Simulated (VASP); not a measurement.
Runs of VASP 6.6.1 on ZnS (Wurtzite-2H). Symmetry: P6_3mc, No. 186, hexagonal system. Conventional cell: a = 3.811 Å, b = 3.811 Å, c = 6.234 Å, α = 90.00°, β = 90.00°, γ = 120.00°. Zn (site symmetry 3m) is surrounded by 4 S at 2.31 to 2.40 Å. S (site symmetry 3m) is surrounded by 4 Zn at 2.31 to 2.40 Å. 

| task | level | cell | cutoff (eV) | gap on the mesh (eV) | pressure (GPa) | relaxed volume (Å³/atom) | largest force (eV/Å) |
| --- | --- | --- | --- | --- | --- | --- | --- |
| relaxation of cell and atoms | rSCAN | relaxed | 600 | 2.79 | 0.0 | (a) | - |
| relaxation of cell and atoms | TPSS | relaxed | 600 | 2.31 | 0.0 | 20.13 | - |
| band structure | TPSS | as given | 520 | 2.46 | (b) | - | 0.31 |
| relaxation of cell and atoms | SCAN | relaxed | 600 | 2.77 | 0.0 | 19.41 | 0.01 |
| relaxation of cell and atoms | r2SCAN | relaxed | 600 | 2.79 | 0.0 | (c) | - |

Alike in all rows: potentials or basis VASP PAW PBE potentials, release 64 (Zn, S); no spin polarisation; k mesh 8 × 8 × 5; smearing fermi-dirac 0.05 eV.

Question: Fill in the values left out.

Answer: (a) 19.53; (b) 1.7; (c) 19.60.

Caveats: the PAW data sets were made with another functional, which shifts forces and pressure a little.

